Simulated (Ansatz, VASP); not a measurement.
This is a calculation of Te2Mo for VASP 6.6.1.

The input INCAR:

```
SYSTEM = Te2Mo
PREC = Accurate ; ENCUT = 520
EDIFF = 1E-7 ; ISMEAR = -1
SIGMA = 0.05 ; LREAL = .FALSE.
LASPH = .TRUE. ; NELM = 80
ALGO = Normal ; ISIF = 2
LWAVE = .FALSE. ; LCHARG = .FALSE.
GGA = PE ; NBANDS = 20
```

The input KPOINTS:

```
Automatic mesh
0
G
  9 9 2
  0 0 0
```

Contents of POSCAR:

```
Te2Mo
1.0
    3.4875546084      0.0000000000      0.0000000000
   -1.7437773042      3.0203108879      0.0000000000
    0.0000000000      0.0000000000     17.1663236088
Te Mo
2 1
Direct
    0.3333333333      0.6666666667      0.1021445500
    0.3333333333      0.6666666667      0.8978554500
    0.0000000000      0.0000000000      0.0000000000
```

Potentials or basis: VASP PAW PBE potentials, release 64 (Te, Mo_sv).

Command:

```console
$ cat potpaw_PBE.64/Te/POTCAR potpaw_PBE.64/Mo_sv/POTCAR > POTCAR
$ mpirun -np 1 vasp_std > vasp.out
```

Q: Set up the same calculation for Ansatz 0.2.0. Potentials there: Ansatz PAW.

A: As run (the cutoff follows the program's own potentials):

File input.yaml:

```yaml
crystal:
  lattice:
    - [3.4875546084, 0.0, 0.0]
    - [-1.7437773042, 3.0203108879, 0.0]
    - [0.0, 0.0, 17.1663236088]
  atoms:
    - { symbol: Te, position: [0.3333333333, 0.6666666667, 0.10214455] }
    - { symbol: Te, position: [0.3333333333, 0.6666666667, 0.89785545] }
    - { symbol: Mo, position: [0.0, 0.0, 0.0] }
hamiltonian:
  xc: pbe
  pseudopotentials: { kind: paw }
kpoints:
  mp_grid: { grid: [9, 9, 2] }
scf:
  occupations: { method: fermi_dirac, width: 0.05 }
output:
  forces: true
  stress: true
  eigenvalues: true
```

Potentials or basis: Ansatz PAW.

The run is started by

```bash
$ ansatz run input.yaml --threads 2 --pin off --max-ram 5120MiB --backend cpu --events-out ev --progress --plain --runs-dir out
```

Both were run:

|  | VASP | Ansatz | Ansatz less VASP |
| --- | --- | --- | --- |
| gap on the k mesh at the Fermi level (eV) | 1.15 | 1.15 | +0.002 |
| least direct gap on the mesh (eV) | 1.15 | 1.15 | +0.002 |
| rms of the force components (eV/Å) | 0.571 | 0.563 | -0.0083 |

Atom by atom the forces differ by 0.008 eV/Å (rms over components). The functional is the same, so the differences come from potentials, cutoffs and numerics. The two sets of potentials don't hold the same shells in valence.

Caveats: spin-orbit coupling is left out, which moves the levels of the heavy elements; odd divisions of the mesh miss points on the zone boundary, where band edges often lie, so the gap on the mesh can be too wide (Ansatz).
